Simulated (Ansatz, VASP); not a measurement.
## One calculation of RbBr, two programs

```xyz
2
Lattice="4.1243 -0.1188 0.0000 -0.1188 4.1243 0.0000 0.0000 0.0000 4.1243" Properties=species:S:1:pos:R:3 pbc="T T T"
Rb    0.0000    0.0000    0.0000
Br    2.0027    2.0027    2.0621
```

Change from the starting cell: shear_xy strain -5.8%.

Alike in both runs: task single point; functional r2SCAN; k mesh 6 × 6 × 6; no spin polarisation.

|  | VASP | Ansatz |
| --- | --- | --- |
| version | VASP 6.6.1 | Ansatz 0.2.0 |
| potentials or method | VASP PAW PBE potentials, release 64 (Rb_sv, Br) | plane waves, PAW |
| plane-wave cutoff (eV) | 520 | 500 |
| occupations | gaussian, width 0.01 eV | fixed |
| valence electrons in the cell | 16 | 16 |

Ansatz gave:

- gap on the k mesh at the Fermi level (eV): 4.84
- pressure (GPa): 0.1
- largest component of the traceless stress (GPa): 0.45

Which values does VASP return?

gap on the k mesh at the Fermi level (eV): 4.84; pressure (GPa): 0.2; largest component of the traceless stress (GPa): 0.45.

Caveats: the PAW data sets were made with another functional, which shifts forces and pressure a little (VASP). A k mesh can miss the band edges.
